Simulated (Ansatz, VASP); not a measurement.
## GaN: VASP beside Ansatz

INCAR

```
SYSTEM = GaN
PREC = Accurate
ENCUT = 520
EDIFF = 1E-7
ISMEAR = -1
SIGMA = 0.05
LREAL = .FALSE.
LASPH = .TRUE.
NELM = 60
ALGO = Normal
ISIF = 2
LWAVE = .FALSE.
LCHARG = .FALSE.
GGA = RE
IVDW = 13
NBANDS = 26
```

The input KPOINTS:

```
Automatic mesh
0
G
  10 10 5
  0 0 0
```

The input POSCAR:

```
GaN
1.0
    3.1370217585      0.0000000000      0.0000000000
   -1.5685108793      2.7167405351      0.0000000000
    0.0000000000      0.0000000000      5.0961806304
Ga N
2 2
Direct
    0.6666666667      0.3333333333      0.5000000000
    0.3333333333      0.6666666667      0.0000000000
    0.6666666667      0.3333333333      0.8750000000
    0.3333333333      0.6666666667      0.3750000000
```

File input.yaml:

```yaml
crystal:
  lattice:
    - [3.1370217585, 0.0, 0.0]
    - [-1.5685108793, 2.7167405351, 0.0]
    - [0.0, 0.0, 5.0961806304]
  atoms:
    - { symbol: Ga, position: [0.6666666667, 0.3333333333, 0.5] }
    - { symbol: Ga, position: [0.3333333333, 0.6666666667, 0.0] }
    - { symbol: "N", position: [0.6666666667, 0.3333333333, 0.875] }
    - { symbol: "N", position: [0.3333333333, 0.6666666667, 0.375] }
hamiltonian:
  xc: revpbe
  pseudopotentials: { kind: paw }
  dispersion: d4
kpoints:
  mp_grid: { grid: [10, 10, 5] }
scf:
  occupations: { method: fermi_dirac, width: 0.05 }
output:
  forces: true
  stress: true
  eigenvalues: true
```

Alike in both runs: task single point; functional revPBE; dispersion D4; k mesh 10 × 10 × 5; occupations fermi-dirac, width 0.05 eV; no spin polarisation.

|  | VASP | Ansatz |
| --- | --- | --- |
| version | VASP 6.6.1 | Ansatz 0.2.0 |
| potentials or method | VASP PAW PBE potentials, release 64 (Ga_d, N) | Ansatz PAW |
| plane-wave cutoff (eV) | 520 | 420 |
| valence electrons in the cell | 36 | 36 |

|  | VASP | Ansatz | Ansatz less VASP |
| --- | --- | --- | --- |
| gap on the k mesh at the Fermi level (eV) | 2.29 | 2.26 | -0.026 |
| least direct gap on the mesh (eV) | 2.29 | 2.26 | -0.026 |
| pressure (GPa) | 6.5 | 6.8 | +0.35 |
| largest component of the traceless stress (GPa) | 1.84 | 1.83 | -0.010 |
| rms of the force components (eV/Å) | 0.079 | 0.082 | +0.0028 |
| dispersion energy (meV/atom) | -765.7 | -765.8 | -0.11 |

Atom by atom the forces differ by 0.003 eV/Å (rms over components).

Caveats: the PAW data sets were made with another functional, which shifts forces and pressure a little (VASP); odd divisions of the mesh miss points on the zone boundary, where band edges often lie, so the gap on the mesh can be too wide (Ansatz); the pressure holds a Pulay correction of +0.5 GPa for the finite cutoff (Ansatz); the PAW data sets come from PBE, with cores solved anew for the run's functional, which leaves a small shift of forces and pressure (Ansatz). A hybrid or GW would open this gap; revPBE tends to underestimate it.
